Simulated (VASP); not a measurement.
Here is a VASP 6.6.1 calculation.

INCAR

```
PREC     = Normal         # precision mode
ENCUT    = 520            # plane-wave cutoff, eV
EDIFF    = 1E-4           # SCF threshold, eV
ISMEAR   = 0              # smearing method
SIGMA    = 0.15           # smearing width, eV
LREAL    = F              # projectors in reciprocal space
LASPH    = T              # aspherical terms in the spheres
NELM     = 60             # most SCF steps
ALGO     = Fast           # electronic algorithm
ISIF     = 3              # what is computed and relaxed
LWAVE    = F              # write WAVECAR
LCHARG   = F              # write CHGCAR
GGA      = PE             # functional
IBRION   = 2              # ionic algorithm
NSW      = 24             # ionic steps
EDIFFG   = -0.08          # ionic threshold
```

Contents of KPOINTS:

```
Automatic mesh
0
Gamma
  4 4 7
```

Contents of POSCAR:

```
Ga3Sb
1.0
    6.1685884800      0.0000000000      0.0000000000
   -3.0842942400      5.3421543300      0.0000000000
    0.0000000000      0.0000000000      3.1639382400
Ga Sb
3 1
Direct
    0.5000000000      0.0000000000      0.0000000000
    0.0000000000      0.5000000000      0.0000000000
    0.5000000000      0.5000000000      0.0000000000
    0.0000000000      0.0000000000      0.5000000000
```

Potentials or basis: VASP PAW PBE potentials, release 64 (Ga_d, Sb).

The run is started by

```sh
$ cat potpaw_PBE.64/Ga_d/POTCAR potpaw_PBE.64/Sb/POTCAR > POTCAR
$ mpirun -np 1 vasp_std > vasp.out
```

Q: What does it give for the space group after relaxing (to 0.05 Å)?

A: P6/mmm (No. 191).

Q: Predict the relaxed volume.

A: 22.50 Å³/atom.

Q: Predict the band gap on the k mesh.

A: None (metal or under the smearing width).

Final structure:
```
Ga Sb
1.0
     5.85938    0.00000    0.00000
    -2.92969    5.07437    0.00000
     0.00000    0.00000    3.02674
Ga Sb
3 1
Direct
  0.50000 0.00000 0.00000
  0.00000 0.50000 0.00000
  0.50000 0.50000 0.00000
  0.00000 0.00000 0.50000
```

 The run has no spin-orbit coupling, so splittings on Sb are missing.
